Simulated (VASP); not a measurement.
TiO2 (Rutile), 6 atoms in the cell. Symmetry: P4_2/mnm, No. 136, tetragonal system. Conventional cell: a = 4.646 Å, b = 4.646 Å, c = 2.966 Å, α = 90.00°, β = 90.00°, γ = 90.00°. Ti (site symmetry mmm) has 6 O at 1.96 to 2.00 Å as nearest neighbours. Around O (site symmetry m2m) lie 3 Ti at 1.96 to 2.00 Å. 

```yaml
Program: VASP 6.6.1
Task: relaxation of cell and atoms
Functional: PBE
Potentials_or_basis: VASP PAW PBE potentials, release 64 (Ti_sv, O)
Cutoff: 600 eV
k_mesh: 6 × 6 × 10
Occupations: gaussian, width 0.03 eV
Spin: no spin polarisation
Further_INCAR_settings: ALGO = Normal; EDIFF = 1e-07; IBRION = 2; EDIFFG = -0.005; NSW = 90; ISIF = 3
```

Potentials or basis: VASP PAW PBE potentials, release 64 (Ti_sv, O).

Command:

```sh
$ cat potpaw_PBE.64/Ti_sv/POTCAR potpaw_PBE.64/O/POTCAR > POTCAR
$ mpirun -np 2 vasp_std > vasp.out
```

Hardware: 2 MPI ranks on AMD EPYC 7R13 Processor (Zen 3), with other jobs on the host.

How long does it take, and how much memory?

It took 77 s on 2 MPI ranks on AMD EPYC 7R13 Processor (Zen 3), on a shared host, peak memory 0.23 GiB a rank. Counts: scf iterations 16, k points 60, ion steps 1.
